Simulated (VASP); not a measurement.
# PbSe (Clausthalite) (Fm-3m) in VASP: a series of runs, part 2 of 2

VASP 6.6.1.

## Step 3: Relaxation of cell and atoms, RPBE

This run uses another cell than the first one, of 31.18 Å³/atom, 1.088 times its volume.

INCAR

```
PREC     = Accurate       # precision mode
ENCUT    = 600            # plane-wave cutoff, eV
EDIFF    = 1E-7           # SCF threshold, eV
ISMEAR   = 0              # smearing method
SIGMA    = 0.03           # smearing width, eV
LREAL    = False          # projectors in reciprocal space
LASPH    = True           # aspherical terms in the spheres
NELM     = 80             # most SCF steps
ALGO     = Normal         # electronic algorithm
ISIF     = 3              # what is computed and relaxed
LWAVE    = False          # write WAVECAR
LCHARG   = False          # write CHGCAR
GGA      = RP             # functional
IBRION   = 2              # ionic algorithm
NSW      = 90             # ionic steps
EDIFFG   = -0.005         # ionic threshold
```

KPOINTS

```
regular mesh
0
Gamma
  8 8 8
```

POSCAR

```
PbSe                                    
1.0
    0.0000000000      3.1476108059      3.1476108059
    3.1476108059      0.0000000000      3.1476108059
    3.1476108059      3.1476108059      0.0000000000
  Pb              Se            
     1     1
Direct
     0.0000000000000000    0.0000000000000000    0.0000000000000000
     0.5000000000000000    0.5000000000000000    0.5000000000000000
```

Potentials or basis: VASP PAW PBE potentials, release 64 (Pb_d, Se).

The run is started by

```bash
cat potpaw_PBE.64/Pb_d/POTCAR potpaw_PBE.64/Se/POTCAR > POTCAR
mpirun -np 1 vasp_std > vasp.out
```

OUTCAR:

```text
PREC = Accurate
   ENCUT = 600
   EDIFF = 1E-7
   ISMEAR = 0
   LREAL = False
   LASPH = True
   NELM = 80
   ISIF = 3
   GGA = RP
   IBRION = 2
   NSW = 90
   EDIFFG = -0.005

 ion  position               nearest neighbor table
   1  0.000  0.000  0.000-   2 3.15   2 3.15   2 3.15   2 3.15   2 3.15   2 3.15
   2  0.500  0.500  0.500-   1 3.15   1 3.15   1 3.15   1 3.15   1 3.15   1 3.15

  LATTYP: Found a face centered cubic cell.
 ALAT       =     6.2952216118

  Lattice vectors:

 A1 = (   0.0000000000,   3.1476108059,   3.1476108059)
 A2 = (   3.1476108059,   0.0000000000,   3.1476108059)
 A3 = (   3.1476108059,   3.1476108059,   0.0000000000)

Analysis of symmetry for initial positions (statically):
=====================================================================
 Subroutine PRICEL returns:
 Original cell was already a primitive cell.

 Routine SETGRP: Setting up the symmetry group for a
 face centered cubic supercell.

 Subroutine GETGRP returns: Found 48 space group operations
 (whereof 48 operations were pure point group operations)
 out of a pool of 48 trial point group operations.

The static configuration has the point symmetry O_h .

Analysis of symmetry for dynamics (positions and initial velocities):
=====================================================================
 Subroutine PRICEL returns:
 Original cell was already a primitive cell.

 Routine SETGRP: Setting up the symmetry group for a
 face centered cubic supercell.

 Subroutine GETGRP returns: Found 48 space group operations
 (whereof 48 operations were pure point group operations)
 out of a pool of 48 trial point group operations.

The dynamic configuration has the point symmetry O_h .

 Subroutine INISYM returns: Found 48 space group operations
 (whereof 48 operations are pure point group operations),
 and found     1 'primitive' translations

----------------------------------------------------------------------------------------

[... 125 lines left out ...]
 Gauss-broadening in eV      SIGMA  =   0.03
  energy-cutoff  :      600.00
  volume of cell :       62.37
 maximum number of plane-waves:      2120
   NGX = 17   NGY = 17   NGZ = 17

 number of electron      19.9999998 magnetization

 Free energy of the ion-electron system (eV)
  ---------------------------------------------------
  ext. energy  EPLUGINS =         0.00000000
  ---------------------------------------------------
  free energy    TOTEN  =        -7.52615166 eV

  energy without entropy =       -7.52615166  energy(sigma->0) =       -7.52615166

 E-fermi :   4.2706     XC(G=0):  -8.9834

 val. band max:        4.1491478253   @ k =   0.5000   0.0000   0.0000
 cond. band min:       4.7800839009   @ k =   0.5000   0.0000   0.0000
 fundamental gap:      0.6309360756
 Fermi energy:         4.2706431750

 k-point     1 :       0.0000    0.0000    0.0000
  band No.  band energies     occupation
      1     -12.6039      2.00000
      2     -12.6039      2.00000
      3     -12.6039      2.00000
      4     -12.5922      2.00000
      5     -12.5922      2.00000
      6      -8.6936      2.00000
      7      -2.1893      2.00000
      8       2.6805      2.00000
      9       2.6805      2.00000
     10       2.6805      2.00000
     11       8.7703      0.00000
     12       8.7703      0.00000
     13       8.7703      0.00000
     14      10.9377      0.00000
[... 377 lines left out ...]
      1     -12.6273      2.00000
      2     -12.6022      2.00000
      3     -12.5942      2.00000
      4     -12.5885      2.00000
      5     -12.5781      2.00000
      6      -7.6757      2.00000
      7      -3.8707      2.00000
      8       1.4655      2.00000
      9       1.7745      2.00000
     10       3.5241      2.00000
     11       5.7863      0.00000
     12       7.6281      0.00000
     13       8.1970      0.00000
     14      11.9348      0.00000

 [... further k-points ...]

------------------------ aborting loop because EDIFF is reached ----------------------------------------

  FORCE on cell =-STRESS in cart. coord.  units (eV):
  Direction    XX          YY          ZZ          XY          YZ          ZX
  --------------------------------------------------------------------------------------
  -------------------------------------------------------------------------------------
  Total        0.0095889      0.0095889      0.0095889      0.0000000      0.0000000     -0.0000000
  in kB        0.2463237      0.2463237      0.2463237      0.0000000      0.0000000     -0.0000000
  external PRESSURE =       0.2463237 kB  Pullay stress =       0.0000000 kB

 VOLUME and BASIS-vectors are now :
 -----------------------------------------------------------------------------
  energy-cutoff  :      600.00
  volume of cell :       62.37
      direct lattice vectors                 reciprocal lattice vectors
     0.000000000  3.147610806  3.147610806    -0.158850643  0.158850643  0.158850643
     3.147610806  0.000000000  3.147610806     0.158850643 -0.158850643  0.158850643
     3.147610806  3.147610806  0.000000000     0.158850643  0.158850643 -0.158850643

 POSITION                                       TOTAL-FORCE (eV/Angst)
 -----------------------------------------------------------------------------------
      0.00000      0.00000      0.00000        -0.000000     -0.000000     -0.000000
      3.14761      3.14761      3.14761         0.000000      0.000000      0.000000
 -----------------------------------------------------------------------------------
    total drift:                                0.000000      0.000000      0.000000

  FREE ENERGIE OF THE ION-ELECTRON SYSTEM (eV)
  ---------------------------------------------------
  free  energy   TOTEN  =        -7.5261516562 eV

  energy  without entropy=       -7.5261516562  energy(sigma->0) =       -7.52615166

 reached required accuracy - stopping structural energy minimisation
```

OSZICAR:

```text
N       E                     dE             d eps       ncg     rms          rms(c)
DAV:   1     0.163816007851E+03    0.16382E+03   -0.10481E+04   812   0.159E+03
DAV:   2     0.602941207301E+01   -0.15779E+03   -0.15466E+03   848   0.363E+02
DAV:   3    -0.749824767592E+01   -0.13528E+02   -0.13444E+02  1094   0.109E+02
DAV:   4    -0.785581913234E+01   -0.35757E+00   -0.35729E+00   862   0.209E+01
DAV:   5    -0.786762175089E+01   -0.11803E-01   -0.11802E-01  1116   0.387E+00    0.284E+00
DAV:   6    -0.751853969733E+01    0.34908E+00   -0.95874E-01  1134   0.690E+00    0.157E+00
DAV:   7    -0.751829719874E+01    0.24250E-03   -0.15459E-01   916   0.212E+00    0.905E-01
DAV:   8    -0.752644143693E+01   -0.81442E-02   -0.21846E-02   860   0.182E+00    0.214E-01
DAV:   9    -0.752584406766E+01    0.59737E-03   -0.33523E-03  1252   0.635E-01    0.814E-02
DAV:  10    -0.752610897214E+01   -0.26490E-03   -0.51434E-04   836   0.174E-01    0.276E-02
DAV:  11    -0.752614890169E+01   -0.39930E-04   -0.18048E-04   910   0.143E-01    0.910E-03
DAV:  12    -0.752615029864E+01   -0.13969E-05   -0.93862E-06  1022   0.206E-02    0.288E-03
DAV:  13    -0.752615148321E+01   -0.11846E-05   -0.37789E-06   848   0.113E-02    0.249E-03
DAV:  14    -0.752615162364E+01   -0.14042E-06   -0.12568E-07   832   0.440E-03    0.722E-04
DAV:  15    -0.752615165616E+01   -0.32526E-07   -0.34515E-08   610   0.216E-03
   1 F= -.75261517E+01 E0= -.75261517E+01  d E =-.752615E+01
```

It took 13 s on 1 thread of Intel Xeon 6975P-C (Granite Rapids), shared host; peak memory 0.21 GiB.

What came out:

| Quantity | Value |
| --- | --- |
| Free energy | -7.5262 eV |
| Pressure after relaxing | 0.0 GPa |
| Band gap on the k mesh | 0.63 eV, direct |

Final structure:
```
CELL_PARAMETERS angstrom
0.00000 3.14761 3.14761
3.14761 0.00000 3.14761
3.14761 3.14761 0.00000
ATOMIC_POSITIONS crystal
Pb 0.00000 0.00000 0.00000
Se 0.50000 0.50000 0.50000
```

Caveat: the relaxation stopped at its first step, so nothing moved; the PAW data sets were made with another functional, which shifts forces and pressure a little; spin-orbit coupling is left out, which as a rule narrows the gap of such compounds by several tenths of an eV.

## Step 4: Relaxation of cell and atoms, PBE

INCAR

```
SYSTEM = PbSe
  PREC = Accurate
  ENCUT = 600
  EDIFF = 1E-6
  ISMEAR = 0
  SIGMA = 0.03
  LREAL = .FALSE.
  LASPH = .TRUE.
  NELM = 80
  ALGO = Normal
  ISIF = 3
  LWAVE = .FALSE.
  LCHARG = .FALSE.
  GGA = PE
  IBRION = 2
  NSW = 90
  EDIFFG = -0.01
```

KPOINTS

```
regular mesh
0
G
  8 8 8
  0 0 0
```

POSCAR

```
PbSe
1.0
    0.0000000000      3.0606500000      3.0606500000
    3.0606500000      0.0000000000      3.0606500000
    3.0606500000      3.0606500000      0.0000000000
Pb Se
1 1
Direct
    0.0000000000      0.0000000000      0.0000000000
    0.5000000000      0.5000000000      0.5000000000
```

The run is started by

```bash
cat potpaw_PBE.64/Pb_d/POTCAR potpaw_PBE.64/Se/POTCAR > POTCAR
mpirun -np 1 vasp_std > vasp.out
```

Wall time 1.9 min (1 thread of AMD EPYC 7R43 (Zen 3), shared host); peak memory 0.2 GiB.

It converged, with:

* Free energy: -8.1985 eV
* Relaxed volume: 30.05 Å³/atom
* Relaxed cell: a = 4.397 Å, b = 4.397 Å, c = 4.397 Å, α = 60.00°, β = 60.00°, γ = 60.00°
* Space group after relaxing (to 0.05 Å): Fm-3m (No. 225)
* Energy gained by relaxing: 10.1 meV/atom
* Ionic steps: 3
* Pressure after relaxing: 0.0 GPa
* Band gap on the k mesh: 0.44 eV, direct

The path:
```
step  energy change (eV)  largest force (eV/Å)  pressure (GPa)  volume (Å³)
   1              0.0000                0.0000            2.44        57.34
   2             -0.0180                0.0000           -0.70        61.04
   3             -0.0201                0.0000            0.02        60.09
```

Final structure:
```xyz
2
Lattice="0.0000 3.1088 3.1088 3.1088 0.0000 3.1088 3.1088 3.1088 0.0000" Properties=species:S:1:pos:R:3 pbc="T T T"
Pb    0.0000    0.0000    0.0000
Se    3.1088    3.1088    3.1088
```

Levels at points of the mesh, in eV from the valence-band top:
| k point | band 6 | band 7 | band 8 | band 9 | band 10 | band 11 | band 12 | band 13 | band 14 |
| --- | --- | --- | --- | --- | --- | --- | --- | --- | --- |
| (0.00, 0.00, 0.00) | -13.17 | -6.34 | -1.64 | -1.64 | -1.64 | 4.64 | 4.64 | 4.64 | 6.65 |
| (0.50, 0.00, 0.00) | -12.22 | -8.52 | -1.26 | -1.26 | 0.00 | 0.44 | 1.83 | 1.83 | 8.53 |
| (0.50, 0.50, 0.00) | -11.91 | -7.28 | -4.57 | -2.91 | -2.91 | 3.92 | 5.47 | 5.47 | 5.88 |

Caveat: spin-orbit coupling is left out, which as a rule narrows the gap of such compounds by several tenths of an eV.

## Step 5: Relaxation of cell and atoms, PBE

This run uses another cell than the first one, of 30.05 Å³/atom, 1.048 times its volume.

Edit INCAR of step 4 so:

```diff
@@ -3,3 +3,3 @@
   ENCUT = 600
-  EDIFF = 1E-6
+  EDIFF = 1E-7
   ISMEAR = 0
@@ -16,2 +16,2 @@
   NSW = 90
-  EDIFFG = -0.01
+  EDIFFG = -0.005
```

KPOINTS is that of step 4.

POSCAR

```
PbSe                                    
1.0
    0.0000000000      3.1088316875      3.1088316875
    3.1088316875      0.0000000000      3.1088316875
    3.1088316875      3.1088316875      0.0000000000
  Pb              Se            
     1     1
Direct
     0.0000000000000000    0.0000000000000000    0.0000000000000000
     0.5000000000000000    0.5000000000000000    0.5000000000000000
```

The run is started by

```bash
cat potpaw_PBE.64/Pb_d/POTCAR potpaw_PBE.64/Se/POTCAR > POTCAR
mpirun -np 1 vasp_std > vasp.out
```

It took 55 s on 1 thread of AMD EPYC 7R43 (Zen 3), shared host; peak memory 0.18 GiB.

Results (log left out):

```
Free energy             : -8.1988 eV
Pressure after relaxing : 0.0 GPa
Band gap on the k mesh  : 0.44 eV, direct
```

Final structure:
```
Pb Se
1.0
     0.00000    3.10883    3.10883
     3.10883    0.00000    3.10883
     3.10883    3.10883    0.00000
Pb Se
1 1
Direct
  0.00000 0.00000 0.00000
  0.50000 0.50000 0.50000
```

Levels at points of the mesh, in eV from the valence-band top:
```csv
k point,band 7,band 8,band 9,band 10,band 11,band 12,band 13,band 14
"(0.00, 0.00, 0.00)",-6.34,-1.64,-1.64,-1.64,4.64,4.64,4.64,6.65
"(0.50, 0.00, 0.00)",-8.52,-1.26,-1.26,0.00,0.44,1.83,1.83,8.53
"(0.50, 0.50, 0.00)",-7.28,-4.57,-2.91,-2.91,3.92,5.47,5.47,5.88
```

Caveat: the relaxation stopped at its first step, so nothing moved; spin-orbit coupling is left out, which as a rule narrows the gap of such compounds by several tenths of an eV.

## Step 6: Relaxation of cell and atoms, PBE

INCAR

```
SYSTEM = PbSe
ALGO = Normal
EDIFF = 1E-6
EDIFFG = -0.01
ENCUT = 600
GGA = PE
IBRION = 2
ISIF = 3
ISMEAR = 0
LASPH = .True.
LCHARG = .False.
LREAL = .False.
LWAVE = .False.
NELM = 80
NSW = 90
PREC = Accurate
SIGMA = 0.03
```

KPOINTS

```
k-points
0
Gamma
  8 8 8
  0 0 0
```

POSCAR

```
PbSe
1.0
    0.0000000000      3.0606500000      3.0606500000
    3.0606500000      0.0000000000      3.0606500000
    3.0606500000      3.0606500000      0.0000000000
Pb Se
1 1
Direct
    0.0000000000      0.0000000000      0.0000000000
    0.5000000000      0.5000000000      0.5000000000
```

Potentials or basis: VASP PAW PBE potentials, release 64 (Pb_d, Se).

The run is started by

```bash
cat potpaw_PBE.64/Pb_d/POTCAR potpaw_PBE.64/Se/POTCAR > POTCAR
mpirun -np 1 vasp_std > vasp.out
```

Wall time 26 s (1 thread of Intel Xeon 6975P-C (Granite Rapids), shared host); peak memory 0.23 GiB.

The run converged. Its results:

| Property | Result |
| --- | --- |
| Free energy | -8.1985 eV |
| Relaxed volume | 30.05 Å³/atom |
| Relaxed cell | a = 4.397 Å, b = 4.397 Å, c = 4.397 Å, α = 60.00°, β = 60.00°, γ = 60.00° |
| Space group after relaxing (to 0.05 Å) | Fm-3m (No. 225) |
| Energy gained by relaxing | 10.1 meV/atom |
| Ionic steps | 3 |
| Pressure after relaxing | 0.0 GPa |
| Band gap on the k mesh | 0.44 eV, direct |

The path:
| step | energy change (eV) | largest force (eV/Å) | pressure (GPa) | volume (Å³) |
| --- | --- | --- | --- | --- |
| 1 | 0.0000 | 0.0000 | 2.44 | 57.34 |
| 2 | -0.0180 | 0.0000 | -0.70 | 61.04 |
| 3 | -0.0201 | 0.0000 | 0.02 | 60.09 |

Final structure:
```
CELL_PARAMETERS angstrom
0.00000 3.10883 3.10883
3.10883 0.00000 3.10883
3.10883 3.10883 0.00000
ATOMIC_POSITIONS crystal
Pb 0.00000 0.00000 0.00000
Se 0.50000 0.50000 0.50000
```

Levels at points of the mesh, in eV from the valence-band top:
| k point | band 6 | band 7 | band 8 | band 9 | band 10 | band 11 | band 12 | band 13 | band 14 |
| --- | --- | --- | --- | --- | --- | --- | --- | --- | --- |
| (0.00, 0.00, 0.00) | -13.17 | -6.34 | -1.64 | -1.64 | -1.64 | 4.64 | 4.64 | 4.64 | 6.65 |
| (0.50, 0.00, 0.00) | -12.22 | -8.52 | -1.26 | -1.26 | 0.00 | 0.44 | 1.83 | 1.83 | 8.53 |
| (0.50, 0.50, 0.00) | -11.91 | -7.28 | -4.57 | -2.91 | -2.91 | 3.92 | 5.47 | 5.47 | 5.88 |

Caveat: spin-orbit coupling is left out, which as a rule narrows the gap of such compounds by several tenths of an eV.
